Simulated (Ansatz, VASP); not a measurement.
## Two plane-wave programs on Al

```
Al
1.0
     0.00000    2.02073    2.02073
     2.02073    0.00000    2.02073
     2.02073    2.02073    0.00000
Al
1
Direct
  0.00000 0.00000 0.00000
```

Alike in both runs: task relaxation of cell and atoms; functional PBEsol; k mesh 18 × 18 × 18; occupations gaussian, width 0.1 eV; no spin polarisation.

|  | VASP | Ansatz |
| --- | --- | --- |
| version | VASP 6.6.1 | Ansatz 0.2.0 |
| potentials or method | VASP PAW PBE potentials, release 64 (Al) | scalar-relativistic, plane waves, PAW |
| plane-wave cutoff (eV) | 600 | 420 |
| valence electrons in the cell | 3 | 3 |

Ansatz gave:

* gap on the k mesh at the Fermi level, each at its own relaxed structure (eV): none
* relaxed volume (Å³/atom): 16.19
* relaxed cell length with the largest relative difference (Å): 2.839
* energy change over the relaxation (meV/atom): -2

Task: Which values does VASP return?

Result: gap on the k mesh at the Fermi level, each at its own relaxed structure (eV): none; relaxed volume (Å³/atom): 16.19; relaxed cell length with the largest relative difference (Å): 2.840; energy change over the relaxation (meV/atom): -1.

A gap of «none» marks a metal or a gap that the smearing closes.

Caveats: the PAW data sets were made with another functional, which shifts forces and pressure a little (VASP).
